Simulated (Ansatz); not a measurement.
# SrCl2: one crystal by all-electron and frozen-core methods

Does the method matter for SrCl2? The same cell, functional and mesh are run with all-electron LAPW, PAW with frozen cores and datasets made for this crystal.

Computed with Ansatz 0.2.0 (DFT PBE, scalar-relativistic, unless a step's input says otherwise).

### 1 Starting point

The structure is cubic, space group Fm-3m (No. 225). Conventional cell: a = 6.971 Å, b = 6.971 Å, c = 6.971 Å, α = 90.00°, β = 90.00°, γ = 90.00°. Sr (site symmetry m-3m) has 8 Cl at 3.02 Å in its first shell of neighbours. Cl (site symmetry -43m) is surrounded by 4 Sr at 3.02 Å.

As a file:

```
CELL_PARAMETERS angstrom
0.00000 3.48550 3.48550
3.48550 0.00000 3.48550
3.48550 3.48550 0.00000
ATOMIC_POSITIONS crystal
Sr 0.00000 0.00000 0.00000
Cl 0.25000 0.25000 0.25000
Cl 0.75000 0.75000 0.75000
```

Structure: COD 1541509, as refined from experiment and not relaxed.

Atoms are numbered in the order of the input: Sr1, Cl2, Cl3.

### 2 All-electron LAPW

File input.yaml:

```yaml
crystal:
  lattice:
    - [0.0, 3.4855, 3.4855]
    - [3.4855, 0.0, 3.4855]
    - [3.4855, 3.4855, 0.0]
  atoms:
    - { symbol: Sr, position: [0.0, 0.0, 0.0] }
    - { symbol: Cl, position: [0.25, 0.25, 0.25] }
    - { symbol: Cl, position: [0.75, 0.75, 0.75] }
kpoints:
  mp_grid: { grid: [8, 8, 8] }
  band_path:
    path:
      - [0.0, 0.0, 0.0]
      - [0.5, 0.0, 0.5]
      - [0.625, 0.25, 0.625]
      - [0.375, 0.375, 0.75]
      - [0.0, 0.0, 0.0]
      - [0.5, 0.5, 0.5]
      - [0.5, 0.25, 0.75]
      - [0.5, 0.0, 0.5]
    npoints: 14
scf:
  occupations: { method: fermi_dirac, width: 0.01 }
hamiltonian:
  xc: pbe
  pseudopotentials: { kind: all_electron, lapw: { basis_error: 0.001 } }
output:
  forces: true
  stress: true
  eigenvalues: true
  populations: true
  dos: { projected: true, de: 0.2, e_range: [-14, 8] }
```

Run with:

```bash
$ ansatz run input.yaml --threads 1 --pin off --max-ram 4096MiB --backend cpu --events-out ev --progress --plain --runs-dir out
```

### 3 PAW with frozen cores

Changes to input.yaml since step 2:

```diff
@@ -26,3 +26,3 @@
   xc: pbe
-  pseudopotentials: { kind: all_electron, lapw: { basis_error: 0.001 } }
+  pseudopotentials: { kind: paw }
 output:
@@ -31,3 +31,9 @@
   eigenvalues: true
+  efg: { contact_densities: true }
   populations: true
+  bader: true
   dos: { projected: true, de: 0.2, e_range: [-14, 8] }
+  write_density: true
+  write_potential: true
+  elf: true
+  volumetric_format: npy
```

### 4 Datasets made for this crystal

Changes to input.yaml since step 3:

```diff
@@ -21,3 +21,3 @@
       - [0.5, 0.0, 0.5]
-    npoints: 14
+    npoints: 8
 scf:
@@ -26,3 +26,3 @@
   xc: pbe
-  pseudopotentials: { kind: paw }
+  pseudopotentials: { kind: all_electron, datasets: crystal }
 output:
@@ -32,8 +32 @@
   efg: { contact_densities: true }
-  populations: true
-  bader: true
-  dos: { projected: true, de: 0.2, e_range: [-14, 8] }
-  write_density: true
-  write_potential: true
-  elf: true
-  volumetric_format: npy
```

(Steps that only read results are left out.)

**Question.** What will these runs give? Wanted: pressure; gap; Bader charges; highest ELF.

As calculated:

| quantity | value |
| --- | --- |
| pressure | LAPW 1.08, PAW 1.08, crystal datasets 1.08 GPa |
| gap (LAPW) | 5.35 eV, indirect from X to Γ |
| Bader charges (PAW) | Sr1 +1.62, Cl2 -0.81 e |
| highest ELF (PAW) | 0.88, 0.80 Å from Cl |

What this shows: The pressure of 1.1 GPa pushes the cell to expand, with the atoms held in place. A gap opens: 5.35 eV, indirect from X to Γ. It is the Kohn-Sham gap of a semilocal functional, which mostly lies below the gap found in experiment. The top eV of the valence band is mostly Cl 3p (99 % of the projected weight). The projection holds only the free atom's occupied shells (Sr 5s, Cl 3p in this range). PAW lies less than 0.01 GPa from LAPW in pressure and less than 0.01 eV in the gap.
